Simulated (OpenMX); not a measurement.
I:

```
I
1.0
     3.63503   -2.39502    0.00000
     3.63503    2.39502    0.00000
     0.00000    0.00000    9.79344
I
4
Direct
  0.64930 0.35070 0.38440
  0.14930 0.85070 0.11560
  0.35070 0.64930 0.61560
  0.85070 0.14930 0.88440
```

Base run:

```yaml
Program: OpenMX 3.8.5
Functional: PBE
Potentials_or_basis: OpenMX 2013 PBE set, I7.0-s3p2d2f1, grid cutoff 300 Ry
k_mesh: 7 × 7 × 3
Occupations: fermi-dirac, width 0.05 eV
Spin: no spin polarisation
```

Its results: band gap on the k mesh 1.26 eV, indirect (least direct gap 1.34 eV); largest force 0.994 eV/Å.

Q: The run is repeated on the same cell with these changes: k mesh from 7 × 7 × 3 to 5 × 5 × 3; spin from no spin polarisation to non-collinear spin, zero start, spin-orbit coupling. What comes out?

A: Band gap on the k mesh 1.07 eV, indirect (least direct gap 1.23 eV); net moment 0.00 μB per cell; largest force 1.145 eV/Å.

Several settings changed at once, so the effect can't be laid on one alone.

Caveats: the basis of atomic orbitals isn't converged, which shifts pressures, moduli and gaps; spin-orbit coupling is left out, which moves the levels of the heavy elements (some runs); total energies with and without spin-orbit coupling shouldn't be compared in this program (some runs); forces of over 1 eV/Å show positions far from the minimum, so gaps and moduli don't describe the material at rest (some runs).

Not every run made on this cell is shown here.
